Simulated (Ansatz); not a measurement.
# FePt (Tetraferroplatinum): elastic constants with PBEsol

The system is FePt (Tetraferroplatinum).

```
Pt Fe
1.0
     2.72350    0.00000    0.00000
     0.00000    2.72350    0.00000
     0.00000    0.00000    3.72000
Pt Fe
1 1
Direct
  0.50000 0.50000 0.50000
  0.00000 0.00000 0.00000
```

* Program: Ansatz 0.2.0
* Task: elastic constants
* Functional: PBEsol
* Potentials or basis: all-electron LAPW, scalar-relativistic
* Cutoff: 303 eV (chosen from the basis error)
* Basis error allowed: 0.001 eV/atom
* k mesh: 7 × 7 × 5
* Occupations: fermi-dirac, width 0.05 eV
* Spin: collinear spin, ferromagnetic start
* Starting moments: [0.0, 3.0] μB

```yaml
Pressure: -5.7 GPa
Band_gap_on_the_k_mesh: none (metal or under the smearing width)
Net_moment: 3.27 μB per cell
Absolute_moment: 3.43 μB per cell
Site_moments: Pt +0.36; Fe +2.97 μB
Voigt_bulk_modulus: 194 GPa
```

Stress tensor (GPa, compression positive):
```
-5.99  0.00  0.00
 0.00 -5.99  0.00
 0.00  0.00 -5.07
```

Levels at points of the mesh, in eV from the Fermi level:
Spin up:
```
           k point  band 29  band 30  band 31  band 32  band 33  band 34
(0.00, 0.00, 0.00)    -0.49    -0.35    -0.35     2.17     9.72    11.52
```
Spin down:
```
           k point  band 26  band 27  band 28  band 29  band 30  band 31
(0.00, 0.00, 0.00)    -0.77    -0.74     0.61     1.74     1.78     1.78
```

Elastic tensor in Voigt notation (GPa, in the Cartesian axes of the cell as first typed):
```
304  45 187   0   0   0
 45 304 187   0   0   0
188 188 296   0   0   0
  0   0   0 126   0   0
  0   0   0   0 126   0
  0   0   0   0   0  70
```

Run time: 3.5 min on 2 threads of Arm Neoverse V2 (shared host), peak memory 0.68 GiB.

Caveat: the k mesh is thin for a metal, which can move the energy by tens of meV per atom; a metal's response needs a denser mesh; the cell is more than 3 GPa from zero pressure, which shifts response properties; elastic constants of metals need much finer meshes, so these are rough. Spin-orbit coupling is left out, which matters for the levels of Pt.
